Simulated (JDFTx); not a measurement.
Input of a JDFTx 1.7.0 (patched build) run:

Contents of WC.in:

```
lattice \
    2.9065000000    -1.4532500000     0.0000000000 \
    0.0000000000     2.5171028361     0.0000000000 \
    0.0000000000     0.0000000000     2.8366000000
latt-scale 1.889726124626 1.889726124626 1.889726124626
coords-type Lattice
ion W      0.0000000000     0.0000000000     0.0000000000 1
ion C      0.6666666667     0.3333333333     0.5000000000 1

ion-species pseudo/W.upf
ion-species pseudo/C.upf
elec-cutoff 41 328
elec-ex-corr gga-PBE
kpoint-folding 10 10 9
elec-smearing Fermi 0.0018374661
elec-n-bands 15
add-U W d 0.293995
electronic-SCF nIterations 100 energyDiffThreshold 1e-09
electronic-minimize nIterations 30 energyDiffThreshold 1e-7
converge-empty-states yes
forces-output-coords Cartesian

dump-name run.$VAR
dump End Ecomponents EigStats BandEigs Kpoints Forces Stress RhoAtom ElecDensity Dtot KEdensity
```

Potentials or basis: PseudoDojo-SR-PBE-0.5-standard with smoothed tails.

The run is started by

```console
$ jdftx -c 1 -i WC.in -o WC.out
```

Question: Estimate the band gap on the k mesh.

Answer: None (metal or under the smearing width).

Question: Predict the Loewdin charges.

Answer: W +0.61; C -0.55 e.

Question: Predict the pressure.

Answer: -16.8 GPa.

Stress tensor (GPa, compression positive):
```
-15.70   0.00   0.00
  0.00 -15.70   0.00
  0.00   0.00 -19.13
```

Caveat: U without spin polarisation on a metal has little footing; the U is typed as a test and isn't derived for this compound. The run has no spin-orbit coupling, so splittings on W are missing.
